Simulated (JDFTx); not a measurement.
# TiC (Fm-3m) in JDFTx: reference runs

Aim: a first look at TiC with PBEsol, on the cell as given and on a disturbed one.

Everything below comes from runs of JDFTx 1.7.0 (patched build). Logs are shortened: lines on timing, memory, paths and dates and some standing lists are left out, and cuts for length are marked. The log counts tension as positive stress, the text compression.

## Step 1: Starting point

The structure is cubic, space group Fm-3m (No. 225). The conventional cell has a = 4.331 Å, b = 4.331 Å, c = 4.331 Å, α = 90.00°, β = 90.00°, γ = 90.00°. Ti (site symmetry m-3m) is surrounded by 6 C at 2.17 Å. Around C (site symmetry m-3m) lie 6 Ti at 2.17 Å.

The cell is a database's computed one.

## Step 2: Single point, PBEsol

Input file TiC.in:

```
lattice \
    0.0000000000     4.0926154775     4.0926154775 \
    4.0926154775     0.0000000000     4.0926154775 \
    4.0926154775     4.0926154775     0.0000000000
coords-type Lattice
ion Ti     0.0000000000     0.0000000000     0.0000000000 1
ion C      0.5000000000     0.5000000000     0.5000000000 1

ion-species pseudo/Ti.upf
ion-species pseudo/C.upf
elec-cutoff 42 336
elec-ex-corr gga-PBEsol
kpoint-folding 11 11 11
elec-smearing Fermi 0.0018374661
elec-n-bands 14
electronic-SCF nIterations 100 energyDiffThreshold 1e-09
electronic-minimize nIterations 30 energyDiffThreshold 1e-7
converge-empty-states yes
forces-output-coords Cartesian

dump-name run.$VAR
dump End Ecomponents EigStats BandEigs Kpoints Forces Stress ElecDensity Dtot KEdensity
```

Potentials or basis: PseudoDojo-SR-PBEsol-0.4.1-standard with smoothed tails.

Command:

```bash
jdftx -c 1 -i TiC.in -o TiC.out
```

Output:

```text
*************** JDFTx 1.7.0 (patched build) ***************

Input parsed successfully to the following command list (including defaults):
[... the input with its defaults ...]

---------- Setting up symmetries ----------

Found 48 point-group symmetries of the bravais lattice
Found 48 space-group symmetries with basis
Applied RMS atom displacement 0 bohrs to make symmetries exact.

---------- Initializing the Grid ----------
R =
[            0      4.09262      4.09262  ]
[      4.09262            0      4.09262  ]
[      4.09262      4.09262            0  ]
unit cell volume = 137.099
G =
[  -0.767625   0.767625   0.767625  ]
[   0.767625  -0.767625   0.767625  ]
[   0.767625   0.767625  -0.767625  ]
Minimum fftbox size, Smin = [  48  48  48  ]
Chosen fftbox size, S = [  48  48  48  ]

---------- Initializing tighter grid for wavefunction operations ----------
R =
[            0      4.09262      4.09262  ]
[      4.09262            0      4.09262  ]
[      4.09262      4.09262            0  ]
unit cell volume = 137.099
G =
[  -0.767625   0.767625   0.767625  ]
[   0.767625  -0.767625   0.767625  ]
[   0.767625   0.767625  -0.767625  ]
Minimum fftbox size, Smin = [  36  36  36  ]
Chosen fftbox size, S = [  36  36  36  ]

---------- Exchange Correlation functional ----------
Initalized PBEsol GGA exchange.
Initalized PBEsol GGA correlation.

---------- Setting up pseudopotentials ----------
Width of ionic core gaussian charges (only for fluid interactions / plotting) set to 0

Reading pseudopotential file 'pseudo/Ti.upf':
  'Ti' pseudopotential, 'PBESOL' functional
  Generated using ONCVPSP code by D. R. Hamann
  12 valence electrons, 4 orbitals, 6 projectors, 1001 radial grid points, with lMax = 2
    3S    l: 0   occupation:  2.0   eigenvalue: -2.295026
    3P    l: 1   occupation:  6.0   eigenvalue: -1.424955
    3D    l: 2   occupation:  2.0   eigenvalue: -0.157121
    4S    l: 0   occupation:  2.0   eigenvalue: -0.164537
  Core radius for overlap checks: 1.61 bohrs.

Reading pseudopotential file 'pseudo/C.upf':
  'C' pseudopotential, 'PBESOL' functional
  Generated using ONCVPSP code by D. R. Hamann
  4 valence electrons, 2 orbitals, 4 projectors, 1001 radial grid points, with lMax = 1
    2S    l: 0   occupation:  2.0   eigenvalue: -0.501565
    2P    l: 1   occupation:  2.0   eigenvalue: -0.192331
  Core radius for overlap checks: 1.21 bohrs.

Initialized 2 species with 2 total atoms.

Folded 1 k-points by 11x11x11 to 1331 k-points.

---------- Setting up k-points, bands, fillings ----------
Reduced to 56 k-points under symmetry.
Computing the number of bands and number of electrons
Calculating initial fillings.
nElectrons:  16.000000   nBands: 14   nStates: 56

----- Setting up reduced wavefunction bases (one per k-point) -----
average nbasis = 1782.064 , ideal nbasis = 1782.382

---------- Setting up ewald sum ----------
Optimum gaussian width for ewald sums = 1.858795 bohr.
Real space sum over 1331 unit cells with max indices [  5  5  5  ]
Reciprocal space sum over 2197 terms with max indices [  6  6  6  ]

---------- Allocating electronic variables ----------
Initializing wave functions:  linear combination of atomic orbitals
Ti pseudo-atom occupations:   s ( 2 2 )  p ( 6 )  d ( 2 )
C pseudo-atom occupations:   s ( 2 )  p ( 2 )
	FillingsUpdate:  mu: +0.433055229  nElectrons: 16.000000
LCAOMinimize: Iter:   0  F: -63.7613256486753031  |grad|_K:  1.221e-02  alpha:  1.000e+00
	FillingsUpdate:  mu: +0.567679108  nElectrons: 16.000000
LCAOMinimize: Iter:   1  F: -64.0339353399033655  |grad|_K:  2.565e-04  alpha:  2.321e-01  linmin: -5.918e-02  cgtest:  4.511e-01
LCAOMinimize: Encountered beta<0, resetting CG.
[... 8 lines of inner loops ...]
LCAOMinimize: Encountered beta<0, resetting CG.
	FillingsUpdate:  mu: +0.565468511  nElectrons: 16.000000
LCAOMinimize: Iter:   5  F: -64.0342837181618734  |grad|_K:  1.150e-07  alpha:  5.804e-01  linmin:  2.825e-04  cgtest: -1.141e-03
LCAOMinimize: Converged (|Delta F|<1.000000e-06 for 2 iters).

-------- Electronic minimization -----------
Will mix electronic density at each iteration.
	FillingsUpdate:  mu: +0.565468511  nElectrons: 16.000000
	FillingsUpdate:  mu: +0.554185315  nElectrons: 16.000000
SCF: Cycle:  0   F: -64.069658138116893   dF: -3.537e-02   |Residual|: 7.329e-02   |deigs|: 3.469e-02
	FillingsUpdate:  mu: +0.545259114  nElectrons: 16.000000
SCF: Cycle:  1   F: -64.071813511895940   dF: -2.155e-03   |Residual|: 3.254e-02   |deigs|: 1.379e-02
	FillingsUpdate:  mu: +0.538790623  nElectrons: 16.000000
SCF: Cycle:  2   F: -64.072332800916556   dF: -5.193e-04   |Residual|: 7.715e-03   |deigs|: 8.936e-03
	FillingsUpdate:  mu: +0.540208462  nElectrons: 16.000000
SCF: Cycle:  3   F: -64.072335114884197   dF: -2.314e-06   |Residual|: 4.451e-03   |deigs|: 1.629e-03
	FillingsUpdate:  mu: +0.540005173  nElectrons: 16.000000
SCF: Cycle:  4   F: -64.072349317815025   dF: -1.420e-05   |Residual|: 2.447e-03   |deigs|: 2.240e-04
	FillingsUpdate:  mu: +0.539553253  nElectrons: 16.000000
SCF: Cycle:  5   F: -64.072352592042847   dF: -3.274e-06   |Residual|: 2.247e-04   |deigs|: 6.392e-04
	FillingsUpdate:  mu: +0.539618220  nElectrons: 16.000000
SCF: Cycle:  6   F: -64.072352753468735   dF: -1.614e-07   |Residual|: 2.254e-04   |deigs|: 7.801e-05
	FillingsUpdate:  mu: +0.539585284  nElectrons: 16.000000
SCF: Cycle:  7   F: -64.072352809305244   dF: -5.584e-08   |Residual|: 1.010e-04   |deigs|: 4.103e-05
	FillingsUpdate:  mu: +0.539583581  nElectrons: 16.000000
SCF: Cycle:  8   F: -64.072352817135382   dF: -7.830e-09   |Residual|: 9.678e-05   |deigs|: 7.441e-06
	FillingsUpdate:  mu: +0.539583130  nElectrons: 16.000000
SCF: Cycle:  9   F: -64.072352817168507   dF: -3.313e-11   |Residual|: 1.164e-04   |deigs|: 1.839e-05
	FillingsUpdate:  mu: +0.539579502  nElectrons: 16.000000
SCF: Cycle: 10   F: -64.072352816302484   dF: +8.660e-10   |Residual|: 1.073e-04   |deigs|: 1.421e-05
	FillingsUpdate:  mu: +0.539583879  nElectrons: 16.000000
SCF: Cycle: 11   F: -64.072352818642429   dF: -2.340e-09   |Residual|: 4.331e-05   |deigs|: 9.751e-06
	FillingsUpdate:  mu: +0.539585236  nElectrons: 16.000000
SCF: Cycle: 12   F: -64.072352819053222   dF: -4.108e-10   |Residual|: 3.415e-05   |deigs|: 4.284e-06
	FillingsUpdate:  mu: +0.539586381  nElectrons: 16.000000
SCF: Cycle: 13   F: -64.072352819307639   dF: -2.544e-10   |Residual|: 2.871e-05   |deigs|: 3.153e-06
SCF: Converged (|Delta E|<1.000000e-09 for 2 iters).

Setting wave functions to eigenvectors of Hamiltonian
Converging empty states (this may take a while): |deigs|: 2.718e-05

# Stress tensor in Cartesian coordinates [Eh/a0^3]:
[  0.000221688            0            0  ]
[            0  0.000221688            0  ]
[            0            0  0.000221688  ]

# Ionic positions in lattice coordinates:
ion Ti   0.000000000000000   0.000000000000000   0.000000000000000 1
ion C   0.500000000000000   0.500000000000000   0.500000000000000 1

# Forces in Cartesian coordinates:
force Ti   0.000000000000000  -0.000000000000000   0.000000000000000 1
force C   0.000000000000000  -0.000000000000000   0.000000000000000 1

# Energy components:
   Eewald =      -51.2015050895754769
       EH =       11.3738836183028447
     Eloc =      -42.4011288230343268
      Enl =        0.4102419636250135
      Exc =      -10.7742087125000943
 Exc_core =        1.3014063649631866
       KE =       27.2190452375066307
-------------------------------------
     Etot =      -64.0722654407122292
       TS =        0.0000873785954108
-------------------------------------
        F =      -64.0723528193076390

IonicMinimize: Iter:   0  F: -64.072352819307639  |grad|_K:       -nan
IonicMinimize: None of the convergence criteria satisfied after 0 iterations.

#--- Lowdin population analysis ---
# oxidation-state Ti +0.832
# oxidation-state C -0.785

Dumping 'run.eigStats' ...
	eMin: -1.531737 at state 0 ( [ +0.000000 +0.000000 +0.000000 ] spin 0 )
	HOMO: +0.535042 at state 34 ( [ +0.000000 +0.454545 +0.454545 ] spin 0 )
	mu  : +0.539595
	LUMO: +0.542794 at state 25 ( [ +0.000000 +0.272727 +0.363636 ] spin 0 )
	eMax: +1.046215 at state 54 ( [ +0.181818 +0.454545 -0.363636 ] spin 0 )
	HOMO-LUMO gap: +0.007752
	Optical gap  : +0.010935 at state 1 ( [ +0.000000 +0.000000 +0.090909 ] spin 0 )
Done!
[note: the HOMO, LUMO and gaps printed at the end count levels as full or empty at half filling, so they show a gap where a level is partly filled]
```

Run time: 39 s. Hardware: 1 thread of Intel Xeon 6975P-C (Granite Rapids), shared host; peak memory 0.11 GiB.

What came out:

```yaml
Free_energy: -1743.4975 eV
Pressure: -6.5 GPa
Band_gap_on_the_k_mesh: none (metal or under the smearing width)
Loewdin_charges: Ti +0.83; C -0.79 e
```

## Step 3: Single point, PBEsol (atoms moved at random, drawn with an rms of 0.05 Å)

TiC.in, as its differences from that of step 2:

```diff
@@ -5,4 +5,4 @@
 coords-type Lattice
-ion Ti     0.0000000000     0.0000000000     0.0000000000 1
-ion C      0.5000000000     0.5000000000     0.5000000000 1
+ion Ti    -0.0179180000     0.0215340000    -0.0071780000 1
+ion C      0.4843900000     0.5074340000     0.5141740000 1
 
@@ -21,2 +21,2 @@
 dump-name run.$VAR
-dump End Ecomponents EigStats BandEigs Kpoints Forces Stress ElecDensity Dtot KEdensity
+dump End Ecomponents EigStats BandEigs Kpoints Forces Stress
```

Potentials or basis: PseudoDojo-SR-PBEsol-0.4.1-standard with smoothed tails.

Command:

```bash
jdftx -c 1 -i TiC.in -o TiC.out
```

It took 6.4 min on 1 thread of Intel Xeon 6975P-C (Granite Rapids), shared host; peak memory 0.79 GiB.

It converged, with:

```yaml
Free_energy: -1743.4810 eV
Pressure: -6.1 GPa
Largest_force: 0.553 eV/Å
Band_gap_on_the_k_mesh: none (metal or under the smearing width)
Loewdin_charges: Ti +0.83; C -0.79 e
```

Forces on the atoms (eV/Å):
```
Ti   0.148  0.476 -0.240
C   -0.148 -0.476  0.240
```

Stress tensor (GPa, compression positive):
```
-6.39 -0.13  0.07
-0.13 -5.70  0.21
 0.07  0.21 -6.26
```

Levels at points of the mesh, in eV from the Fermi level:
```
           k point  band 5  band 6  band 7  band 8  band 9  band 10  band 11  band 12
(0.00, 0.00, 0.00)  -12.45    0.47    0.51    0.60    1.21     1.50     1.78     1.94
```
